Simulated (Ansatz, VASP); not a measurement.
## Te in VASP and in Ansatz

INCAR

```
ALGO = Normal ; EDIFF = 1E-6
ENCUT = 520 ; GGA = PE
ISIF = 2 ; ISMEAR = -1
LASPH = True ; LCHARG = False
LREAL = False ; LWAVE = False
NBANDS = 16 ; NELM = 100
PREC = Accurate ; SIGMA = 0.08
```

Contents of KPOINTS:

```
k-points
0
Gamma
  9 9 6
```

Contents of POSCAR:

```
Te
1.0
    4.3688394695      0.0000000000      0.0000000000
   -2.1844197348      3.7835259657      0.0000000000
    0.0000000000      0.0000000000      5.9250000000
Te
3
Direct
    0.7450000000      0.0000000000      0.3333333333
    0.0000000000      0.7450000000      0.6666666667
    0.2550000000      0.2550000000      0.0000000000
```

Input for Ansatz:

```yaml
crystal:
  lattice:
    - [4.3688394695, 0.0, 0.0]
    - [-2.1844197348, 3.7835259657, 0.0]
    - [0.0, 0.0, 5.925]
  atoms:
    - { symbol: Te, position: [0.745, 0.0, 0.3333333333] }
    - { symbol: Te, position: [0.0, 0.745, 0.6666666667] }
    - { symbol: Te, position: [0.255, 0.255, 0.0] }
kpoints:
  mp_grid: { grid: [9, 9, 6] }
  band_path:
    path:
      - [0.0, 0.0, 0.0]
      - [0.5, 0.0, 0.0]
      - [0.3333333333, 0.3333333333, 0.0]
      - [0.0, 0.0, 0.0]
      - [0.0, 0.0, 0.5]
      - [0.5, 0.0, 0.5]
      - [0.3333333333, 0.3333333333, 0.5]
      - [0.0, 0.0, 0.5]
      - [0.5, 0.0, 0.5]
    npoints: 5
scf:
  occupations: { method: fermi_dirac, width: 0.08 }
hamiltonian:
  xc: pbe
  pseudopotentials: { kind: all_electron, lapw: { basis_error: 0.0005 } }
output:
  forces: true
  stress: true
  eigenvalues: true
```

Change from the starting cell: equal xx and yy strain of -2 %.

Alike in both runs: task single point; functional PBE; k mesh 9 × 9 × 6; occupations fermi-dirac, width 0.08 eV; no spin polarisation.

|  | VASP | Ansatz |
| --- | --- | --- |
| version | VASP 6.6.1 | Ansatz 0.2.0 |
| potentials or method | VASP PAW PBE potentials, release 64 (Te) | all-electron LAPW, scalar-relativistic |
| plane-wave cutoff (eV) | 520 | see its input |

|  | VASP | Ansatz | Ansatz less VASP |
| --- | --- | --- | --- |
| pressure (GPa) | 5.2 | 5.2 | -0.05 |
| largest component of the traceless stress (GPa) | 1.25 | 1.19 | -0.061 |
| rms of the force components (eV/Å) | 0.513 | 0.496 | -0.0160 |

Atom by atom the forces differ by 0.016 eV/Å (rms over components). Ansatz ran all-electron here, so the differences hold the error of VASP's frozen core and of both bases.

Spin-orbit coupling is left out, which matters for the levels of Te.
